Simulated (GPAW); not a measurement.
Set up this calculation in GPAW 26.7.0, as an ASE script.

| Item | Value |
| --- | --- |
| Task | band structure |
| Functional | PBE |
| Potentials or basis | GPAW PAW data sets (gpaw-data 1.2.1) |
| Cutoff | 800 eV |
| Basis | pw |
| k mesh | 11 × 11 × 11 |
| Occupations | fermi-dirac, width 0.05 eV |
| Spin | collinear spin, ferromagnetic start |
| Starting moments | [3.0, 0.0] μB |
| Maxiter | 150 |
| Band path | GXWKGLUWLK,UX |
| Band points | 80 |

The structure of FeO (Wuestite) lies in POSCAR:

```
FeO
1.0
    0.0000000000      2.1554000000      2.1554000000
    2.1554000000      0.0000000000      2.1554000000
    2.1554000000      2.1554000000      0.0000000000
Fe O
1 1
Direct
    0.0000000000      0.0000000000      0.0000000000
    0.5000000000      0.5000000000      0.5000000000
```

These files were run (other wordings do the same):

run.py

```python
from ase.dft.bandgap import bandgap
from ase.io import read, write
from ase.units import GPa
from gpaw import GPAW, PW

atoms = read('POSCAR')
atoms.set_initial_magnetic_moments([3.0, 0.0])

calc = GPAW(mode=PW(800),
            xc='PBE',
            kpts={'size': (11, 11, 11), 'gamma': True},
            occupations={'name': 'fermi-dirac', 'width': 0.05},
            nbands=17,
            convergence={'density': 1e-05, 'energy': 1e-05},
            maxiter=150,
            txt='gpaw.txt')
atoms.calc = calc
energy = atoms.get_potential_energy()
forces = atoms.get_forces()
stress = atoms.get_stress()
calc.write('gs.gpw')
write('result.traj', atoms)
print(f'Energy: {energy:.6f} eV')
print('Forces (eV/A):')
print(forces.round(4))
print('Stress (GPa):', (stress / GPa).round(3))
print('Moments:', calc.get_magnetic_moments().round(3))
print('Fermi level:', round(calc.get_fermi_level(), 4), 'eV')
print(f'Gap: {bandgap(calc)[0]:.4f} eV, direct: {bandgap(calc, direct=True)[0]:.4f} eV')

path = atoms.cell.bandpath('GXWKGLUWLK,UX', npoints=80, eps=1e-4)
bs_calc = calc.fixed_density(kpts=path, symmetry='off', nbands=26,
                             convergence={'bands': 'CBM+6.0', 'eigenstates': 1e-6}, txt='bands.txt')
bs = bs_calc.band_structure()
bs.write('bs.json')
print(f'Gap on the path: {bandgap(bs_calc)[0]:.4f} eV')
```

Potentials or basis: GPAW PAW data sets (gpaw-data 1.2.1), pw.

Launch:

```console
$ OMP_NUM_THREADS=1 python run.py
```

It gave:

```json
{
  "Pressure": "0.8 GPa",
  "Band gap along the path": "none (metal or under the smearing width)",
  "Net moment": "4.00 μB per cell",
  "Site moments": "Fe +3.55; O +0.24 μB"
}
```

Caveat: a cell with one magnetic atom can't hold antiferromagnetic order, which such compounds often take; semilocal functionals often make such compounds metallic where correlation or magnetic order opens a gap, which also shifts bond lengths.

Run time: 63 s on 1 thread of Arm Neoverse V1, on a shared host, peak memory 0.29 GiB.
